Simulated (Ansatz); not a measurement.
GeO2 (rutile), relaxed and computed with several functionals in Ansatz (plane waves, PAW).

```json
[
 {"functional": "HSE06", "a (Å)": "4.409", "c (Å)": "2.862", "V (Å³/atom)": "9.27", "gap (eV)": "3.82", "B₀ by P(V) fit (GPa)": "239"},
 {"functional": "r²SCAN", "a (Å)": "4.411", "c (Å)": "2.870", "V (Å³/atom)": "9.31", "gap (eV)": "2.51", "B₀ by P(V) fit (GPa)": "239"},
 {"functional": "LDA", "a (Å)": "4.379", "c (Å)": "2.864", "V (Å³/atom)": "9.16", "gap (eV)": "1.91", "B₀ by P(V) fit (GPa)": "241"},
 {"functional": "PBEsol", "a (Å)": "4.428", "c (Å)": "2.884", "V (Å³/atom)": "9.42", "gap (eV)": "1.57", "B₀ by P(V) fit (GPa)": "217"},
 {"functional": "PBE", "a (Å)": "[?]", "c (Å)": "[?]", "V (Å³/atom)": "[?]", "gap (eV)": "[?]", "B₀ by P(V) fit (GPa)": "[?]"}
]
```

### Question
Complete the blanks.

### Answer

- PBE, a (Å): 4.487
- PBE, c (Å): 2.905
- PBE, V (Å³/atom): 9.75
- PBE, gap (eV): 1.23
- PBE, B₀ by P(V) fit (GPa): 188

All cells were relaxed under the symmetry of their starts (and spin orders); stability against distortions was not tested throughout. Scalar-relativistic: spin–orbit coupling is off unless named, which matters more the heavier the elements.

Potentials: the later of the program's two PAW sets.

Ansatz (a program for electronic structure) is a plane-wave DFT program.
